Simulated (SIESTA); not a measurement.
Hf:

```
Hf
1.0
     3.19670    0.00000    0.00000
    -1.59835    2.76842    0.00000
     0.00000    0.00000    5.05780
Hf
2
Direct
  0.66667 0.33333 0.75000
  0.33333 0.66667 0.25000
```

Base run:

* Program: SIESTA 5.4.2
* Functional: PBE
* Potentials or basis: PseudoDojo 0.4 standard (PBE files)
* Basis: DZP (energy shift 0.002 Ry)
* Grid cutoff: 800 Ry
* Energy shift: 0.002 Ry
* k mesh: 10 × 10 × 5
* Occupations: fermi-dirac, width 0.05 eV
* Spin: no spin polarisation

Its results: band gap on the k mesh none (metal or under the smearing width); pressure 1.2 GPa.

Q: After a change of settings the same cell gave: band gap on the k mesh none (metal or under the smearing width); pressure -8.0 GPa. Which change was it?
A. functional from PBE to PBEsol; potentials or basis from PseudoDojo 0.4 standard (PBE files) to PseudoDojo 0.4 standard (PBEsol files)
B. functional from PBE to LDA; potentials or basis from PseudoDojo 0.4 standard (PBE files) to PseudoDojo 0.4 standard (LDA files)
C. functional from PBE to AM05; potentials or basis from PseudoDojo 0.4 standard (PBE files) to PseudoDojo 0.4 standard (PBEsol files)
D. basis from DZP (energy shift 0.002 Ry) to DZ (energy shift 0.002 Ry)

A: B.

Caveats: semicore shells carry a single zeta, which can move pressures by several GPa and volumes by a few percent; the basis of atomic orbitals isn't converged, which shifts pressures, moduli and gaps.

Not every run made on this cell is shown here.
